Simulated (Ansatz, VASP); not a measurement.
## RbBr: VASP beside Ansatz

```
Rb Br
1.0
     4.17884    0.00000    0.00000
     0.00000    4.17884    0.00000
     0.00000    0.00000    4.07017
Rb Br
1 1
Direct
  0.90077 0.00000 0.00000
  0.60614 0.50000 0.50000
```

Change from the starting cell: mode 4 frozen in at -0.432 Å, equal normal strain along x and y +0.0267.

Alike in both runs: task single point; functional PBEsol; k mesh 6 × 6 × 6; occupations gaussian, width 0.05 eV; no spin polarisation.

```csv
,VASP,Ansatz
version,VASP 6.6.1,Ansatz 0.2.0
potentials or method,"VASP PAW PBE potentials, release 64 (Rb_sv, Br)","scalar-relativistic, plane waves, PAW"
plane-wave cutoff (eV),520,420
valence electrons in the cell,16,16
```

```csv
,VASP,Ansatz,Ansatz less VASP
gap on the k mesh at the Fermi level (eV),3.95,3.95,+0.002
least direct gap on the mesh (eV),4.04,4.04,+0.003
pressure (GPa),2.5,2.5,-0.08
largest component of the traceless stress (GPa),1.51,1.47,-0.036
rms of the force components (eV/Å),0.358,0.352,-0.0065
```

Atom by atom the forces differ by 0.006 eV/Å (rms over components).

Caveats: the PAW data sets were made with another functional, which shifts forces and pressure a little (VASP). A k mesh can miss the band edges.
